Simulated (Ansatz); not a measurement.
Entries from a set of simulations; values are calculated unless marked as measured.

**From HSE06 to G0W0: GaN (F-43m)**

Symmetry: F-43m, No. 216, cubic system. The conventional cell has a = 4.507 Å, b = 4.507 Å, c = 4.507 Å, α = 90.00°, β = 90.00°, γ = 90.00°. Ga has 4 N at 1.95 Å nearest. Nearest to N lie 4 Ga at 1.95 Å. Farther neighbours and most contacts between anions are not listed.

```xyz
2
Lattice="0.0000 2.2535 2.2535 2.2535 0.0000 2.2535 2.2535 2.2535 0.0000" Properties=species:S:1:pos:R:3 pbc="T T T"
Ga    0.0000    0.0000    0.0000
N     3.3803    3.3803    3.3803
```

- method: G0W0 on HSE06, plane waves, PAW (and 1 further level or step)
- program: Ansatz 0.2.0
- settings of one run: cutoff 1020 eV, 10×10×10 k-mesh, {"kind": "paw", "source": "ansatz"}, empty bands 205, screening cutoff 250 eV, screening contour deformation, QP bands (v2, c2), PAW set ansatz
- cost: 2 runs, 9 min in all on 1 × NVIDIA H100 80GB HBM3 (shared by 6 runs) with 3 threads of AMD EPYC 7R13 (Zen 3), shared host (the runs of this entry)
- notes: In doubt: masses and optical values from hybrid runs of this build are listed as unsure (in some of the runs), which bears on the screening that GW takes from such a start. The cell and positions are those that the Materials Project relaxed with its own functionals (PBE, PBE+U or r2SCAN), kept fixed. This is not the form that GaN usually takes at ambient conditions. Limits: no spin-orbit coupling. The differences hold parts that these runs do not separate: finite bands, cutoffs and mesh, points of the zone that were not corrected, the start of G0W0, spin-orbit coupling missing from it, static nuclei, no electron-hole attraction, a cell that is not a measured one, and what each experiment reads as the gap. How much each gives is not known from the steps shown.
- HSE06 gap over mesh and listed points: 2.961 eV, direct, at k = Γ
- G0W0@HSE06 gap over 18 of 47 irreducible mesh points: 3.485 eV, direct, at k = Γ
- HSE06+SOC gap over mesh and listed points: 2.954 eV
- GW settings: 10×10×10 mesh, 205 empty bands, screening to 250 eV, hard PAW files
- known limits: finite bands, screening cutoff and k mesh; no spin-orbit coupling in G0W0; d shells not analysed

Over 18 of 47 irreducible mesh points the G0W0 gap is 3.485 eV, direct, at k = Γ. The HSE06 gap of this run on the mesh is 2.976 eV. The two states that bound the G0W0 gap lie that far apart at the start, so the correction of the gap is 3.485 − 2.976 = +0.509 eV. The valence state moves by 9.858 − 10.220 = −0.362 eV and the conduction state by 13.343 − 13.196 = +0.147 eV, on the run's own scale; how far single levels stand from their limit in bands is not shown.

[Paths, hosts, dates, memory and timing lines, banners, echoed tables and standing remarks are left out of the program output.]

[Logs are printed without paths, hosts, clocks, repeated set-up lines and the standing remarks that a program may print on its own settings, such as how far it seeks lower states.]

[Runs of the session that timed out or met a known fault of the program may be left out.]

[Cells called generated may have been cut or substituted from an entry of the Crystallography Open Database or the Materials Project.]

[Hosts, paths, dates, database ids (printed as entryN), source tags and the programs' standing remarks are cut or masked in the printed files.]
